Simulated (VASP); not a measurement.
Here is a VASP 6.6.1 calculation.

Contents of INCAR:

```
ALGO     = Normal         # electronic algorithm
EDIFF    = 1E-6           # SCF threshold, eV
ENCUT    = 520            # plane-wave cutoff, eV
GGA      = PE             # functional
ISIF     = 2              # what is computed and relaxed
ISMEAR   = -1             # smearing method
ISYM     = 0            
LASPH    = True           # aspherical terms in the spheres
LCHARG   = False          # write CHGCAR
LREAL    = False          # projectors in reciprocal space
LWAVE    = False          # write WAVECAR
NBANDS   = 10             # bands
NELM     = 100            # most SCF steps
PREC     = Accurate       # precision mode
SIGMA    = 0.3            # smearing width, eV
```

Contents of KPOINTS:

```
Automatic mesh
0
Gamma
  8 8 8
  0.5 0.5 0.5
```

Contents of POSCAR:

```
Re
1.0
    0.0000000000      1.9750000000      1.9750000000
    1.9750000000      0.0000000000      1.9750000000
    1.9750000000      1.9750000000      0.0000000000
Re
1
Direct
    0.0000000000      0.0000000000      0.0000000000
```

Potentials or basis: VASP PAW PBE potentials, release 64 (Re).

Command:

```console
$ cat potpaw_PBE.64/Re/POTCAR > POTCAR
$ mpirun -np 1 vasp_std > vasp.out
```

**Question.** Predict the pressure.

**Answer.** -8.1 GPa.

**Question.** Predict the band gap on the k mesh.

**Answer.** None (metal or under the smearing width).

The run has no spin-orbit coupling, so splittings on Re are missing.
